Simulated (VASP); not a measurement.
# AlN (P6_3mc) in VASP: single point with LDA

Aim: the single point of AlN with LDA.

All numbers are computed with VASP 6.6.1; they aren't measurements. Logs are shortened: lines on timing, memory, paths and dates and some standing lists are left out, and cuts for length are marked.

### 1 The cell of the first run

The structure is hexagonal, space group P6_3mc (No. 186). Conventional cell: a = 3.068 Å, b = 3.068 Å, c = 4.910 Å, α = 90.00°, β = 90.00°, γ = 120.00°. Around Al (site symmetry 3m) lie 4 N at 1.86 to 1.88 Å. N (site symmetry 3m) is surrounded by 4 Al at 1.86 to 1.88 Å.

### 2 Single point, LDA (volume scaled by 0.980, atoms relaxed by PAW)

INCAR reads:

```
PREC = Accurate
ENCUT = 520
EDIFF = 1E-6
ISMEAR = 0
SIGMA = 0.01
LREAL = False
LASPH = True
NELM = 100
ALGO = Fast
ISIF = 2
LWAVE = False
LCHARG = True
LELF = True
LVHAR = True
NBANDS = 16
```

KPOINTS reads:

```
regular mesh
0
Gamma
  8 8 4
```

POSCAR reads:

```
AlN
1.0
    3.0680424176      0.0000000000      0.0000000000
   -1.5340212088      2.6570026735      0.0000000000
    0.0000000000      0.0000000000      4.9100750002
Al N
2 2
Direct
    0.3333333333      0.6666666667     -0.0010583776
    0.6666666667      0.3333333333      0.4989416224
    0.3333333333      0.6666666667      0.3810583776
    0.6666666667      0.3333333333      0.8810583776
```

Potentials or basis: VASP PAW LDA potentials, release 64 (Al, N).

Run with:

```
cat potpaw_LDA.64/Al/POTCAR potpaw_LDA.64/N/POTCAR > POTCAR
mpirun -np 1 vasp_std > vasp.out
```

OUTCAR:

```text
PREC = Accurate
   ENCUT = 520
   EDIFF = 1E-6
   ISMEAR = 0
   LREAL = False
   LASPH = True
   NELM = 100
   ISIF = 2

 ion  position               nearest neighbor table
   1  0.333  0.667  0.999-   4 1.86   4 1.86   4 1.86   3 1.88   2 3.03   2 3.03   2 3.03   2 3.03
                             2 3.03   2 3.03
   2  0.667  0.333  0.499-   3 1.86   3 1.86   3 1.86   4 1.88   1 3.03   1 3.03   1 3.03   1 3.03
                             1 3.03   1 3.03
   3  0.333  0.667  0.381-   2 1.86   2 1.86   2 1.86   1 1.88
   4  0.667  0.333  0.881-   1 1.86   1 1.86   1 1.86   2 1.88

  LATTYP: Found a hexagonal cell.
 ALAT       =     3.0680424176
 C/A-ratio  =     1.6003934535

  Lattice vectors:

 A1 = (   3.0680424176,   0.0000000000,   0.0000000000)
 A2 = (  -1.5340212088,   2.6570026735,   0.0000000000)
 A3 = (   0.0000000000,   0.0000000000,   4.9100750002)

Analysis of symmetry for initial positions (statically):
=====================================================================
 Subroutine PRICEL returns:
 Original cell was already a primitive cell.

 Routine SETGRP: Setting up the symmetry group for a
 hexagonal supercell.

 Subroutine GETGRP returns: Found 12 space group operations
 (whereof  6 operations were pure point group operations)
 out of a pool of 24 trial point group operations.

The static configuration has the point symmetry C_3v.
 The point group associated with its full space group is C_6v.

Analysis of symmetry for dynamics (positions and initial velocities):
=====================================================================
 Subroutine PRICEL returns:
 Original cell was already a primitive cell.

 Routine SETGRP: Setting up the symmetry group for a
 hexagonal supercell.

 Subroutine GETGRP returns: Found 12 space group operations
 (whereof  6 operations were pure point group operations)
 out of a pool of 24 trial point group operations.

The dynamic configuration has the point symmetry C_3v.
 The point group associated with its full space group is C_6v.

 Subroutine INISYM returns: Found 12 space group operations
 (whereof  6 operations are pure point group operations),
 and found     1 'primitive' translations

----------------------------------------------------------------------------------------

                                     Primitive cell

  volume of cell :      40.0259

  direct lattice vectors                    reciprocal lattice vectors
     3.068042418  0.000000000  0.000000000     0.325940735  0.188181971  0.000000000
    -1.534021209  2.657002674  0.000000000     0.000000000  0.376363942  0.000000000
     0.000000000  0.000000000  4.910075000     0.000000000  0.000000000  0.203662877

  length of vectors
     3.068042418  3.068042418  4.910075000     0.376363942  0.376363942  0.203662877

  position of ions in fractional coordinates (direct lattice)
     0.333333333  0.666666667  0.998941622
     0.666666667  0.333333333  0.498941622
     0.333333333  0.666666667  0.381058378
     0.666666667  0.333333333  0.881058378

  ion indices of the primitive-cell ions
   primitive index   ion index
                 1           1
                 2           2
                 3           3
                 4           4

----------------------------------------------------------------------------------------

 KPOINTS: regular mesh

Automatic generation of k-mesh.
 Grid dimensions read from file:
 generate k-points for:    8    8    4

 Generating k-lattice:

  Cartesian coordinates                     Fractional coordinates (reciprocal lattice)
     0.040742592  0.023522746  0.000000000     0.125000000  0.000000000  0.000000000
     0.000000000  0.047045493  0.000000000     0.000000000  0.125000000  0.000000000
     0.000000000  0.000000000  0.050915719     0.000000000  0.000000000  0.250000000

  Length of vectors
     0.047045493  0.047045493  0.050915719

  Shift w.r.t. Gamma in fractional coordinates (k-lattice)
     0.000000000  0.000000000  0.000000000

 Subroutine IBZKPT returns following result:
 ===========================================

 Found     30 irreducible k-points:

 Following reciprocal coordinates:
            Coordinates               Weight
  0.000000  0.000000  0.000000      1.000000
  0.125000 -0.000000  0.000000      6.000000
  0.250000 -0.000000  0.000000      6.000000
  0.375000  0.000000  0.000000      6.000000
  0.500000 -0.000000  0.000000      3.000000
  0.125000  0.125000  0.000000      6.000000
[... 16 lines left out ...]
  0.250000 -0.000000  0.500000      6.000000
  0.375000  0.000000  0.500000      6.000000
 [... further k-points ...]
   k-points           NKPTS =     30   k-points in BZ     NKDIM =     30   number of bands    NBANDS=     16
   number of dos      NEDOS =    301   number of ions     NIONS =      4
   total plane-waves  NPLWV =  23040
   dimension x,y,z NGX =    24 NGY =   24 NGZ =   40
   dimension x,y,z NGXF=    48 NGYF=   48 NGZF=   80
   ions per type =               2   2
   NGX,Y,Z   is equivalent  to a cutoff of  13.00, 13.00, 13.54 a.u.
   NGXF,Y,Z  is equivalent  to a cutoff of  26.01, 26.01, 27.09 a.u.
 SYSTEM =  unknown system
   PREC   = accura    normal or accurate (medium, high low for compatibility)
   ISTART =      0    job   : 0-new  1-cont  2-samecut
   ICHARG =      2    charge: 1-file 2-atom 10-const
   ISPIN  =      1    spin polarized calculation?
   LNONCOLLINEAR =      F non collinear calculations
   LSORBIT =      F    spin-orbit coupling
   LASPH  =      T    aspherical Exc in radial PAW
   ENCUT  =  520.0 eV  38.22 Ry    6.18 a.u.   5.70  5.70  9.13*2*pi/ulx,y,z
   NELM   =    100;   NELMIN=  2; NELMDL= -5     # of ELM steps
   EDIFF  = 0.1E-05   stopping-criterion for ELM
   LREAL  =      F    real-space projection
   EDIFFG = 0.1E-04   stopping-criterion for IOM
   NSW    =      0    number of steps for IOM
   IBRION =     -1    ionic relax: 0-MD 1-quasi-New 2-CG
   NFREE  =      0    steps in history (QN), initial steepest desc. (CG)
   ISIF   =      2    stress and relaxation
   ISYM   =      2    0-nonsym 1-usesym 2-fastsym
   POTIM  = 0.5000    time-step for ionic-motion
   TEBEG  =    0.0;   TEEND  =   0.0 temperature during run
   PSTRESS=    0.0 pullay stress
   NELECT =      16.0000    total number of electrons
   NUPDOWN=      -1.0000    fix difference up-down
   EMIN   =  10.00;   EMAX   =-10.00  energy-range for DOS
   EFERMI =   0.00;   METHOD = LEGACY
   ISMEAR =     0;   SIGMA  =   0.01  broadening in eV -4-tet -1-fermi 0-gaus
   EFERMI_NEDOS =   21; number of points for ismear=-14 and -15
   IALGO  =     68    algorithm
   IMIX   =      4    mixing-type and parameters
     AMIX     =   0.40;   BMIX     =  1.00
     AMIX_MAG =   1.60;   BMIX_MAG =  1.00
  volume/ion in A,a.u.               =      10.01        67.53
  Fermi-wavevector in a.u.,A,eV,Ry     =   1.205964  2.278941 19.787621  1.454349
  Thomas-Fermi vector in A             =   2.341645
   LORBIT       =      0    0 simple, 1 ext, 2 COOP (PROOUT), +10 PAW based schemes
   GGA     = CA    functional components
   LHFCALC =     F    Hartree Fock is set to
   AEXX    =    0.0000 exact exchange contribution
   IVDW    =     0    specifies the selected vdW correction
   LEPSILON=     F    determine dielectric tensor
   LRPA    =     F    only Hartree local field effects (RPA)
 non-spin polarized calculation
 RMM-DIIS sequential band-by-band and
 Gauss-broadening in eV      SIGMA  =   0.01
  energy-cutoff  :      520.00
  volume of cell :       40.03
 maximum number of plane-waves:      1088
 NGX is ok and might be reduce to    24
   NGX = 11   NGY = 11   NGZ = 19

 number of electron      15.9999996 magnetization

 Free energy of the ion-electron system (eV)
  ---------------------------------------------------
  ext. energy  EPLUGINS =         0.00000000
  ---------------------------------------------------
  free energy    TOTEN  =       -32.82629398 eV

  energy without entropy =      -32.82629398  energy(sigma->0) =      -32.82629398

 E-fermi :   6.4465     XC(G=0): -11.4294

 val. band max:        6.3401244987   @ k =   0.0000   0.0000   0.0000
 cond. band min:      10.9316126316   @ k =   0.0000   0.0000   0.0000
 fundamental gap:      4.5914881329
 Fermi energy:         6.4465118757

 k-point     1 :       0.0000    0.0000    0.0000
  band No.  band energies     occupation
      1      -8.9687      2.00000
      2      -6.6046      2.00000
      3       0.0775      2.00000
      4       5.4351      2.00000
      5       5.4351      2.00000
      6       6.1025      2.00000
[... 8 lines left out ...]
     15      19.6332      0.00000
     16      19.6332      0.00000

 k-point     2 :       0.1250   -0.0000    0.0000
  band No.  band energies     occupation
      1      -8.7564      2.00000
      2      -6.4836      2.00000
      3       0.3226      2.00000
      4       4.5357      2.00000
      5       5.1790      2.00000
      6       5.2878      2.00000
[... 8 lines left out ...]
     15      19.3034      0.00000
     16      19.5319      0.00000

 k-point     3 :       0.2500   -0.0000    0.0000
  band No.  band energies     occupation
      1      -8.1608      2.00000
      2      -6.1961      2.00000
      3       1.0282      2.00000
      4       2.7471      2.00000
      5       3.8235      2.00000
      6       4.6937      2.00000
[... 8 lines left out ...]
     15      18.6715      0.00000
     16      19.7408      0.00000
[... 362 lines left out ...]
 k-point    23 :       0.2500   -0.0000    0.5000
  band No.  band energies     occupation
      1      -7.3203      2.00000
      2      -7.3203      2.00000
      3       2.2082      2.00000
      4       2.2082      2.00000
      5       4.6571      2.00000
      6       4.6571      2.00000
[... 8 lines left out ...]
     15      19.2877      0.00000
     16      19.2877      0.00000

 k-point    24 :       0.3750    0.0000    0.5000
  band No.  band energies     occupation
      1      -6.7031      2.00000
      2      -6.7031      2.00000
      3       1.0517      2.00000
      4       1.0517      2.00000
      5       4.7801      2.00000
      6       4.7801      2.00000
[... 8 lines left out ...]
     15      19.7170      0.00000
     16      19.7170      0.00000

 [... further k-points ...]

------------------------ aborting loop because EDIFF is reached ----------------------------------------

  FORCE on cell =-STRESS in cart. coord.  units (eV):
  Direction    XX          YY          ZZ          XY          YZ          ZX
  --------------------------------------------------------------------------------------
  -------------------------------------------------------------------------------------
  Total        1.0236634      1.0236634      0.9300832      0.0000000      0.0000000     -0.0000000
  in kB       40.9756912     40.9756912     37.2298183      0.0000000      0.0000000     -0.0000000
  external PRESSURE =      39.7270669 kB  Pullay stress =       0.0000000 kB

 VOLUME and BASIS-vectors are now :
 -----------------------------------------------------------------------------
  energy-cutoff  :      520.00
  volume of cell :       40.03
      direct lattice vectors                 reciprocal lattice vectors
     3.068042418  0.000000000  0.000000000     0.325940735  0.188181971  0.000000000
    -1.534021209  2.657002674  0.000000000     0.000000000  0.376363942  0.000000000
     0.000000000  0.000000000  4.910075000     0.000000000  0.000000000  0.203662877

 POSITION                                       TOTAL-FORCE (eV/Angst)
 -----------------------------------------------------------------------------------
     -0.00000      1.77134      4.90488         0.000000     -0.000000     -0.000858
      1.53402      0.88567      2.44984        -0.000000      0.000000     -0.000858
     -0.00000      1.77134      1.87103         0.000000      0.000000      0.000858
      1.53402      0.88567      4.32606        -0.000000      0.000000      0.000858
 -----------------------------------------------------------------------------------
    total drift:                               -0.000000     -0.000000      0.000649

  FREE ENERGIE OF THE ION-ELECTRON SYSTEM (eV)
  ---------------------------------------------------
  free  energy   TOTEN  =       -32.8262939834 eV

  energy  without entropy=      -32.8262939834  energy(sigma->0) =      -32.82629398
```

Run time: 10 s. Hardware: 1 thread of AMD EPYC 9R45 (Zen 5), shared host; peak memory 0.11 GiB.

What came out:

| Quantity | Value |
| --- | --- |
| Free energy | -32.8263 eV |
| Pressure | 4.0 GPa |
| Band gap on the k mesh | 4.59 eV, direct |

A k mesh can miss the band edges.
